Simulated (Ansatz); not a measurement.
# CoO (F-43m) in Ansatz: further runs

Runs on CoO. Level: PBE. Tasks: single point.

All numbers are computed with Ansatz 0.2.0; they aren't measurements. Logs are shortened: lines on timing, memory, paths and dates and some standing lists are left out, and cuts for length are marked.

## (1) Starting point

It takes space group F-43m (No. 216, cubic). Conventional cell: a = 4.687 Å, b = 4.687 Å, c = 4.687 Å, α = 90.00°, β = 90.00°, γ = 90.00°. Co (site symmetry -43m) has 4 O at 2.03 Å as nearest neighbours. O (site symmetry -43m) is surrounded by 4 Co at 2.03 Å.

Measurements of this composition are mostly on another form, of space group No. 225.

## (2) Single point, PBE, collinear spin, ferromagnetic start, 12.10 Å³/atom (volume scaled by 0.94)

input.yaml

```yaml
crystal:
  lattice:
    - [0.0, 2.2957989903, 2.2957989903]
    - [2.2957989903, 0.0, 2.2957989903]
    - [2.2957989903, 2.2957989903, 0.0]
  atoms:
    - { symbol: Co, position: [0.0, 0.0, 0.0], spin: 3.0 }
    - { symbol: O, position: [0.25, 0.25, 0.25] }
kpoints:
  mp_grid: { grid: [10, 10, 10] }
scf:
  occupations: { method: fermi_dirac, width: 0.05 }
hamiltonian:
  xc: pbe
  pseudopotentials: { kind: all_electron, lapw: { basis_error: 0.0005 } }
magnetization:
  spin_polarized: true
output:
  forces: true
  stress: true
  eigenvalues: true
```

Potentials or basis: all-electron LAPW, scalar-relativistic.

Started as:

```sh
$ ansatz run input.yaml --threads 2 --pin off --max-ram 6144MiB --backend cpu --events-out ev --progress --plain --runs-dir out
```

The program printed:

```text
Warning: RAYON_NUM_THREADS=2 ignored (pool sized by the plan → 2); use --threads N
LAPW: plane waves up to 10.875 Å⁻¹, error target 5.0e-4 eV per atom; small_component_spin mean_spin; O in spheres of 0.899 Å, 8 of its electrons in bands, Dirac shells []; Co in spheres of 1.089 Å, 17 of its electrons in bands, Dirac shells [] (how accurate: hamiltonian.pseudopotentials.lapw.basis_error, Limitations)
Engine: ansatz 0.2.0, x86_64-unknown-linux-gnu
Pseudopotentials: kind: all_electron
Pseudopotential: Co, LAPW, valence charge 17, lapw/all_electron/scalar/gaussian/Co, Koelling and Harmon's equation, gaussian nucleus
Pseudopotential: O, LAPW, valence charge 8, lapw/all_electron/scalar/gaussian/O, Koelling and Harmon's equation, gaussian nucleus
Functional definition: PBE
  parameter kappa = 0.804
  parameter beta = 0.06672455060314922
  exchange = pbe_x(kappa = kappa, mu = beta*pi^2/3)
  correlation = pbe_c(beta = beta)
Crystal: 2 atoms, lattice volume = 24.201 Å³
Basis set: ecut = 450.58194187285517 eV, 531 PW (Γ), exchange–correlation at level 2
Bands: 18, of which v1, the nominal top of the filled ones, is band 13 counted from 1 (12 counted from 0)
Symmetry: 24 space group operations
Space group: F-43m (ITA 216), of the structure as read, at distance tolerance 2.9e-5 Å
Magnetic group: BNS 216.74 (UNI 1576), of the structure as read, at distance tolerance 2.9e-5 Å
k-points: 47 of 1000 (time reversal used)
Non-local potential: Co, projectors of the file, none
Non-local potential: O, projectors of the file, none
Initial density: superposition of atomic densities (chi_scale 0.1, normalization cell, long waves kept (reshape's long-wave potential 0.00 eV rms))
Starting moments: Σ|m| = 3 μB on 1 of 2 sites
Initial wavefunctions: plane waves of lowest kinetic energy (no species holds an atomic orbital)
Functional: x = pbe(κ = 0.804, μ = 0.2195149727645171), c = pbe(β = 0.06672455060314922)
iter 1 solved again at ethr=1.03e-2 eV; its pass at ethr=1.00e-1 eV (dr2=2.56e0 eV) is discarded
SCF iter   1: F=—  HF=-39965.633128 eV  |F-HF|=—  |Δ(HF+E_count)|=         —  Δρ=5.55e-2 (↑5.55e-2 ↓3.76e-2)  dr2=2.57e0  dr2_m=2.50e-2  M=3.001 μB ∫|m|=3.010 μB  β_m=0.30  ethr=1.03e-2  ⟨swp⟩=2.0  Hψ=10702  notcnv=0
Mixer restart at iter 1: flushing history
preconditioner: auto → Kerker (q_TF=auto, 2.743 Å⁻¹)  [metal: Δε(μ)=0.010 eV  Ē_g=13.478 eV  σ=0.050 eV  W_gap=0.05  n_scr=14 (ndim 8)  ℏωp=29.2 eV  f_vac=0.000  D(μ)=3.66/eV (n_scr^D=58)]
spin=Collinear: Kerker preconditioning applied to the charge; magnetization (m = ρ↑ − ρ↓) channel mixes plain (no charge-response kernel on spin).
SCF iter   2: F=—  HF=-39964.775310 eV  |F-HF|=—  |Δ(HF+E_count)|=   8.58e-1  Δρ=3.16e-2 (↑3.16e-2 ↓1.60e-2)  dr2=6.37e-1  dr2_m=3.51e-2  M=3.000 μB ∫|m|=3.003 μB  β_m=0.37  ethr=1.03e-2  ⟨swp⟩=2.0  Hψ=5076  notcnv=0
SCF iter   3: F=—  HF=-39964.745740 eV  |F-HF|=—  |Δ(HF+E_count)|=   2.96e-2  Δρ=1.95e-2 (↑1.95e-2 ↓1.12e-2)  dr2=2.42e-1  dr2_m=1.77e-2  M=2.989 μB ∫|m|=2.992 μB  β_m=0.60  ethr=2.55e-3  ⟨swp⟩=2.0  Hψ=5065  notcnv=0
SCF iter   4: F=—  HF=-39964.808242 eV  |F-HF|=—  |Δ(HF+E_count)|=         —  Δρ=9.91e-3 (↑5.34e-3 ↓9.91e-3)  dr2=4.99e-2  dr2_m=4.99e-3  M=2.927 μB ∫|m|=2.930 μB  β_m=0.60  ethr=9.69e-4  ⟨swp⟩=2.0  Hψ=5026  notcnv=0
Mixer restart at iter 4: flushing history
the basis was enlarged: its passes take 1.7 MiB over the memory plan, 2 of 2 planned eigensolver slots
SCF iter   5: F=—  HF=-39964.817402 eV  |F-HF|=—  |Δ(HF+E_count)|=   9.16e-3  Δρ=5.01e-3 (↑4.41e-3 ↓5.01e-3)  dr2=2.71e-2  dr2_m=1.06e-4  M=2.954 μB ∫|m|=2.957 μB  β_m=0.49  ethr=1.99e-4  ⟨swp⟩=3.0  Hψ=5422  notcnv=0
SCF iter   6: F=—  HF=-39964.789728 eV  |F-HF|=—  |Δ(HF+E_count)|=   2.77e-2  Δρ=4.07e-3 (↑2.87e-3 ↓4.07e-3)  dr2=1.35e-2  dr2_m=6.26e-4  M=2.928 μB ∫|m|=2.932 μB  β_m=0.74  ethr=1.08e-4  ⟨swp⟩=2.7  Hψ=5168  notcnv=0
iter 7 solved again at ethr=4.91e-6 eV; its pass at ethr=5.41e-5 eV (dr2=1.23e-3 eV) is discarded
SCF iter   7: F=—  HF=-39964.794164 eV  |F-HF|=—  |Δ(HF+E_count)|=   4.44e-3  Δρ=1.11e-3 (↑7.38e-4 ↓1.11e-3)  dr2=1.23e-3  dr2_m=1.22e-5  M=2.913 μB ∫|m|=2.916 μB  β_m=0.83  ethr=4.91e-6  ⟨swp⟩=2.0  Hψ=8209  notcnv=0
SCF iter   8: F=—  HF=-39964.794582 eV  |F-HF|=—  |Δ(HF+E_count)|=   4.18e-4  Δρ=4.00e-4 (↑4.00e-4 ↓3.78e-4)  dr2=1.20e-4  dr2_m=5.56e-6  M=2.908 μB ∫|m|=2.910 μB  β_m=0.75  ethr=4.91e-6  ⟨swp⟩=2.8  Hψ=4701  notcnv=0
SCF iter   9: F=—  HF=-39964.794659 eV  |F-HF|=—  |Δ(HF+E_count)|=   7.64e-5  Δρ=1.24e-4 (↑1.24e-4 ↓8.77e-5)  dr2=5.84e-6  dr2_m=1.22e-6  M=2.908 μB ∫|m|=2.910 μB  β_m=0.85  ethr=4.82e-7  ⟨swp⟩=3.0  Hψ=4767  notcnv=0
SCF iter  10: F=—  HF=-39964.794665 eV  |F-HF|=—  |Δ(HF+E_count)|=   6.51e-6  Δρ=6.69e-5 (↑6.69e-5 ↓4.97e-5)  dr2=4.48e-6  dr2_m=6.70e-8  M=2.908 μB ∫|m|=2.911 μB  β_m=0.92  ethr=2.34e-8  ⟨swp⟩=2.5  Hψ=4664  notcnv=0
SCF iter  11: F=—  HF=-39964.794668 eV  |F-HF|=—  |Δ(HF+E_count)|=   2.87e-6  Δρ=1.18e-5 (↑1.18e-5 ↓6.90e-6)  dr2=6.38e-8  dr2_m=8.86e-9  M=2.909 μB ∫|m|=2.911 μB  β_m=0.96  ethr=1.79e-8  ⟨swp⟩=3.0  Hψ=4751  notcnv=0
SCF iter  12: F=-39964.794668 eV  HF=-39964.794668 eV  |F-HF|=2.84e-9  |Δ(HF+E_count)|=   4.82e-8  Δρ=1.32e-6 (↑1.30e-6 ↓1.32e-6)  dr2=1.59e-9  dr2_m=5.95e-11  M=2.909 μB ∫|m|=2.911 μB  ethr=2.55e-10  ⟨swp⟩=3.0  Hψ=4885  notcnv=0
SCF 1 converged in 12 iterations: F = -39964.794668 eV  dr2 = 1.59e-9
SCF converged after 12 iterations
Magnetization: 2.9086 μB (13.9543 up, 11.0457 down)
Absolute magnetization: 2.9109 μB (∫|ρ↑−ρ↓|)
Spin contamination: 0.0109 ħ² per cell (⟨S²⟩ above its minimum at these occupations)
Per-site moments (μB) at R_I (Å): [(2.477379499551704, 1.0888118151952346), (0.32542404911107425, 0.8994084027604392)]
Free energy (F): -39964.794668 eV
Harris-Foulkes:  -39964.794668 eV  (|F-HF|=2.84e-9)
Internal energy: -39964.781657 eV  (E = F + TS)
E sigma→0 (E₀):  -39964.788162 eV
Entropy (-TS):   -0.013012 eV (-6.506 meV/atom)
Fermi energy:    10.301442 eV
--- Per-component energies (eV) ---
  E_band       = -1374.716939
  E_kinetic    = 40522.720363
  E_xc         = -1856.485428
  E_electrostatic = -78631.016592  (all electrons and nuclei)
  E_smearing   = -0.013012  (= −TS)
  E_closure    = 0.000000  (closes the sum)
  E_atoms      = -39950.192766  (free atoms, spherical and without spin; not in F)
  Σ components = -39964.794668   (vs F -39964.794668, Δ=0.00e0)
  Basis errors (estimates in eV, not in F): energy 2.4e-4 per atom: plane waves 2.1e-4 (1.2e-4 summed), levels above the bands 1.5e-118, relativity 3.7e-8, radial functions 3.7e-5, core shells 5.9e-8; eigenvalues (radial functions only) 5.5e-6; not estimated: angular momenta, meshes, grids; target (lapw.basis_error) 5.0e-4; muffin-tin radii O 0.899 Å, Co 1.089 Å
--- Forces (eV/Å), atoms counted from 1 ---
  atom   1  Co     0.00000000    -0.00000000     0.00000000
  atom   2  O      0.00000000    -0.00000000     0.00000000
  max |Σ_I F_I| component: 5.32e-17 eV/Å
--- Stress (GPa, compression-positive) ---
       -6.501964       0.000000       0.000000
        0.000000      -6.501964      -0.000000
        0.000000      -0.000000      -6.501964
  P = ⅓ Tr σ = -6.5020 GPa (-65.020 kbar)
--- Band table (eV; the first three rows and the last of 94) ---
  k-point 0 ↑: bands = ["-496.5124", "-86.2518", "-49.5177", "-49.5177", "-49.5177", "-9.2791", "4.4749", "4.4749", "4.4749", "8.1439", "8.1439", "10.3403", "10.4456", "10.4456", "10.4456", "24.0278", "24.0278", "24.0278"]
  k-point 1 ↑: bands = ["-496.5124", "-86.2517", "-49.5192", "-49.5179", "-49.5179", "-9.2272", "4.3409", "4.5120", "4.5120", "8.1212", "8.1212", "9.9241", "10.3926", "10.3926", "11.0506", "23.0654", "24.1022", "24.1022"]
  k-point 2 ↑: bands = ["-496.5124", "-86.2515", "-49.5232", "-49.5186", "-49.5186", "-9.0897", "4.0653", "4.6074", "4.6074", "8.0804", "8.0804", "9.3263", "10.2393", "10.2393", "12.1176", "21.2225", "24.1494", "24.1494"]
  k-point 46 ↓: bands = ["-496.2338", "-83.2810", "-46.6356", "-46.6310", "-46.6276", "-7.9586", "4.7632", "5.4867", "6.0961", "9.7234", "10.0561", "10.2465", "11.3419", "11.6678", "17.7925", "20.5762", "20.8361", "22.0367"]
```

It took 46 s on 2 threads of Intel Xeon at 2.50GHz (Skylake/Cascade Lake), shared host; peak memory 0.47 GiB.

What came out:

* Free energy: -39964.7947 eV
* Pressure: -6.5 GPa
* Band gap on the k mesh: none (metal or under the smearing width)
* Net moment: 2.91 μB per cell
* Absolute moment: 2.91 μB per cell
* Site moments: Co +2.48; O +0.33 μB

Caveat: a cell with one magnetic atom can't hold antiferromagnetic order, which such compounds often take; semilocal functionals often make such compounds metallic where correlation or magnetic order opens a gap, which also shifts bond lengths.

## (3) Single point, PBE, collinear spin, ferromagnetic start, 12.36 Å³/atom (volume scaled by 0.96)

Changes to input.yaml since step 2:

```diff
@@ -2,5 +2,5 @@
   lattice:
-    - [0.0, 2.2957989903, 2.2957989903]
-    - [2.2957989903, 0.0, 2.2957989903]
-    - [2.2957989903, 2.2957989903, 0.0]
+    - [0.0, 2.3119671215, 2.3119671215]
+    - [2.3119671215, 0.0, 2.3119671215]
+    - [2.3119671215, 2.3119671215, 0.0]
   atoms:
```

Potentials or basis: all-electron LAPW, scalar-relativistic.

Started as:

```sh
$ ansatz run input.yaml --threads 2 --pin off --max-ram 6144MiB --backend cpu --events-out ev --progress --plain --runs-dir out
```

It took 53 s on 2 threads of Intel Xeon at 2.50GHz (Skylake/Cascade Lake), shared host; peak memory 0.46 GiB.

Results (log left out):

- Free energy: -39964.7704 eV
- Pressure: -8.5 GPa
- Band gap on the k mesh: none (metal or under the smearing width)
- Net moment: 2.94 μB per cell
- Absolute moment: 2.94 μB per cell
- Site moments: Co +2.50; O +0.33 μB

Caveat: a cell with one magnetic atom can't hold antiferromagnetic order, which such compounds often take; semilocal functionals often make such compounds metallic where correlation or magnetic order opens a gap, which also shifts bond lengths.

## (4) Single point, PBE, collinear spin, ferromagnetic start, 12.62 Å³/atom (volume scaled by 0.98)

Changes to input.yaml since step 3:

```diff
@@ -2,5 +2,5 @@
   lattice:
-    - [0.0, 2.3119671215, 2.3119671215]
-    - [2.3119671215, 0.0, 2.3119671215]
-    - [2.3119671215, 2.3119671215, 0.0]
+    - [0.0, 2.3279122262, 2.3279122262]
+    - [2.3279122262, 0.0, 2.3279122262]
+    - [2.3279122262, 2.3279122262, 0.0]
   atoms:
```

Started as:

```sh
$ ansatz run input.yaml --threads 2 --pin off --max-ram 6144MiB --backend cpu --events-out ev --progress --plain --runs-dir out
```

Wall time 57 s (2 threads of Intel Xeon at 2.50GHz (Skylake/Cascade Lake), shared host); peak memory 0.46 GiB.

The run converged. Its results:

```
Free energy            : -39964.7400 eV
Pressure               : -10.4 GPa
Band gap on the k mesh : none (metal or under the smearing width)
Net moment             : 2.96 μB per cell
Absolute moment        : 2.97 μB per cell
Site moments           : Co +2.53; O +0.33 μB
```

Caveat: a cell with one magnetic atom can't hold antiferromagnetic order, which such compounds often take; semilocal functionals often make such compounds metallic where correlation or magnetic order opens a gap, which also shifts bond lengths.

## (5) Single point, PBE, collinear spin, ferromagnetic start, 12.87 Å³/atom

Changes to input.yaml since step 4:

```diff
@@ -2,5 +2,5 @@
   lattice:
-    - [0.0, 2.3279122262, 2.3279122262]
-    - [2.3279122262, 0.0, 2.3279122262]
-    - [2.3279122262, 2.3279122262, 0.0]
+    - [0.0, 2.34364184, 2.34364184]
+    - [2.34364184, 0.0, 2.34364184]
+    - [2.34364184, 2.34364184, 0.0]
   atoms:
```

Started as:

```sh
$ ansatz run input.yaml --threads 2 --pin off --max-ram 6144MiB --backend cpu --events-out ev --progress --plain --runs-dir out
```

Run time: 49 s. Hardware: 2 threads of Intel Xeon at 2.50GHz (Skylake/Cascade Lake), shared host; peak memory 0.46 GiB.

The run converged. Its results:

- Free energy: -39964.7039 eV
- Pressure: -12.0 GPa
- Band gap on the k mesh: none (metal or under the smearing width)
- Net moment: 2.98 μB per cell
- Absolute moment: 2.98 μB per cell
- Site moments: Co +2.54; O +0.33 μB

Caveat: a cell with one magnetic atom can't hold antiferromagnetic order, which such compounds often take; semilocal functionals often make such compounds metallic where correlation or magnetic order opens a gap, which also shifts bond lengths.

## (6) Single point, PBE, collinear spin, ferromagnetic start, 13.13 Å³/atom (volume scaled by 1.02)

Changes to input.yaml since step 5:

```diff
@@ -2,5 +2,5 @@
   lattice:
-    - [0.0, 2.34364184, 2.34364184]
-    - [2.34364184, 0.0, 2.34364184]
-    - [2.34364184, 2.34364184, 0.0]
+    - [0.0, 2.3591630992, 2.3591630992]
+    - [2.3591630992, 0.0, 2.3591630992]
+    - [2.3591630992, 2.3591630992, 0.0]
   atoms:
```

Potentials or basis: all-electron LAPW, scalar-relativistic.

Started as:

```sh
$ ansatz run input.yaml --threads 2 --pin off --max-ram 6144MiB --backend cpu --events-out ev --progress --plain --runs-dir out
```

Run time: 49 s. Hardware: 2 threads of Intel Xeon at 2.50GHz (Skylake/Cascade Lake), shared host; peak memory 0.47 GiB.

The run converged. Its results:

```
Free energy            : -39964.6629 eV
Pressure               : -13.5 GPa
Band gap on the k mesh : none (metal or under the smearing width)
Net moment             : 2.99 μB per cell
Absolute moment        : 2.99 μB per cell
Site moments           : Co +2.55; O +0.33 μB
```

Caveat: a cell with one magnetic atom can't hold antiferromagnetic order, which such compounds often take; semilocal functionals often make such compounds metallic where correlation or magnetic order opens a gap, which also shifts bond lengths.

## (7) Single point, PBE, collinear spin, ferromagnetic start, 13.39 Å³/atom (volume scaled by 1.04)

Changes to input.yaml since step 6:

```diff
@@ -2,5 +2,5 @@
   lattice:
-    - [0.0, 2.3591630992, 2.3591630992]
-    - [2.3591630992, 0.0, 2.3591630992]
-    - [2.3591630992, 2.3591630992, 0.0]
+    - [0.0, 2.3744827694, 2.3744827694]
+    - [2.3744827694, 0.0, 2.3744827694]
+    - [2.3744827694, 2.3744827694, 0.0]
   atoms:
```

Started as:

```sh
$ ansatz run input.yaml --threads 2 --pin off --max-ram 6144MiB --backend cpu --events-out ev --progress --plain --runs-dir out
```

Wall time 48 s (2 threads of Intel Xeon at 2.50GHz (Skylake/Cascade Lake), shared host); peak memory 0.46 GiB.

It converged, with:

- Free energy: -39964.6175 eV
- Pressure: -14.8 GPa
- Band gap on the k mesh: none (metal or under the smearing width)
- Net moment: 3.00 μB per cell
- Absolute moment: 3.00 μB per cell
- Site moments: Co +2.56; O +0.33 μB

Caveat: a cell with one magnetic atom can't hold antiferromagnetic order, which such compounds often take; semilocal functionals often make such compounds metallic where correlation or magnetic order opens a gap, which also shifts bond lengths.

## (8) Single point, PBE, collinear spin, ferromagnetic start, 13.65 Å³/atom (volume scaled by 1.06)

Changes to input.yaml since step 7:

```diff
@@ -2,5 +2,5 @@
   lattice:
-    - [0.0, 2.3744827694, 2.3744827694]
-    - [2.3744827694, 0.0, 2.3744827694]
-    - [2.3744827694, 2.3744827694, 0.0]
+    - [0.0, 2.3896072712, 2.3896072712]
+    - [2.3896072712, 0.0, 2.3896072712]
+    - [2.3896072712, 2.3896072712, 0.0]
   atoms:
```

Started as:

```sh
$ ansatz run input.yaml --threads 2 --pin off --max-ram 6144MiB --backend cpu --events-out ev --progress --plain --runs-dir out
```

Run time: 49 s. Hardware: 2 threads of Intel Xeon at 2.50GHz (Skylake/Cascade Lake), shared host; peak memory 0.46 GiB.

The run converged. Its results:

```
Free energy            : -39964.5682 eV
Pressure               : -15.9 GPa
Band gap on the k mesh : none (metal or under the smearing width)
Net moment             : 3.00 μB per cell
Absolute moment        : 3.00 μB per cell
Site moments           : Co +2.56; O +0.32 μB
```

Caveat: a cell with one magnetic atom can't hold antiferromagnetic order, which such compounds often take; semilocal functionals often make such compounds metallic where correlation or magnetic order opens a gap, which also shifts bond lengths.

## (9) For comparison

An earlier run on the cell as given: functional PBE; potentials or basis all-electron LAPW, scalar-relativistic; cutoff 400 eV (chosen from the basis error); basis error allowed 0.001 eV/atom; k mesh 10 × 10 × 10; occupations fermi-dirac, width 0.05 eV; collinear spin, ferromagnetic start; starting moments [2.0, 0.0] μB.

- Pressure: -12.0 GPa
- Band gap on the k mesh: none (metal or under the smearing width)
- Net moment: 2.98 μB per cell
- Absolute moment: 2.98 μB per cell
- Site moments: Co +2.54; O +0.33 μB
- Loewdin charges: Co +1.11; O -0.97 e
